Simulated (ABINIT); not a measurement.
**AlRu in ABINIT: the effect of dispersion**

AlRu:

```
Ru Al
1.0
     2.99160    0.00000    0.00000
     0.00000    2.99160    0.00000
     0.00000    0.00000    2.99160
Ru Al
1 1
Direct
  0.50000 0.50000 0.50000
  0.00000 0.00000 0.00000
```

Alike in all runs:

| Quantity | Value |
| --- | --- |
| Program | ABINIT 10.8.3 (patched build) |
| Task | equation of state |
| Functional | PBE |
| Potentials or basis | JTH PAW PBE v2.0 |
| Cutoff | 408 eV |
| k mesh | 9 × 9 × 9 |
| Occupations | fermi-dirac, width 0.05 eV |
| Spin | no spin polarisation |

Task: One run gave: V0 of scaled cells 13.56 Å³/atom; B0 202 GPa. Which dispersion did it use?
A. D3(BJ)
B. D3
C. D4
D. none

Result: D.

```tsv
dispersion	V0 of scaled cells (Å³/atom)	B0 (GPa)
none	13.56	202
D3	13.15	220
D3(BJ)	13.15	222
D4	13.21	219
```

Caveats: pressures at fixed basis lie under the slope of the energies.

Not every run made on this cell is shown here.
